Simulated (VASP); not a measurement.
CO2, 6 atoms in the cell. The structure is tetragonal, space group I-42d (No. 122). The conventional cell has a = 3.968 Å, b = 3.968 Å, c = 5.992 Å, α = 90.00°, β = 90.00°, γ = 90.00°. C (site symmetry -4) is surrounded by 4 O at 1.40 Å. O (site symmetry 2) has 2 C at 1.40 Å as nearest neighbours. 

| Quantity | Value |
| --- | --- |
| Program | VASP 6.6.1 |
| Task | relaxation of cell and atoms |
| Functional | PBE |
| Potentials or basis | VASP PAW PBE potentials, release 64 (C, O) |
| Cutoff | 600 eV |
| k mesh | 12 × 12 × 12 |
| Occupations | gaussian, width 0.03 eV |
| Spin | no spin polarisation |
| Further INCAR settings | ALGO = Normal; EDIFF = 1e-07; IBRION = 2; EDIFFG = -0.005; NSW = 90; ISIF = 3 |

Potentials or basis: VASP PAW PBE potentials, release 64 (C, O).

Launch:

```console
$ cat potpaw_PBE.64/C/POTCAR potpaw_PBE.64/O/POTCAR > POTCAR
$ mpirun -np 2 vasp_std > vasp.out
```

Hardware: 2 MPI ranks on Intel(R) Xeon(R) Platinum 8488C (Sapphire Rapids) (shared host).

**Question.** Estimate the wall time of this run.

**Answer.** Run time: 3.9 min on 2 MPI ranks on Intel(R) Xeon(R) Platinum 8488C (Sapphire Rapids) (shared host), peak memory 0.29 GiB a rank. Counts: scf iterations 35, k points 163, ion steps 4.
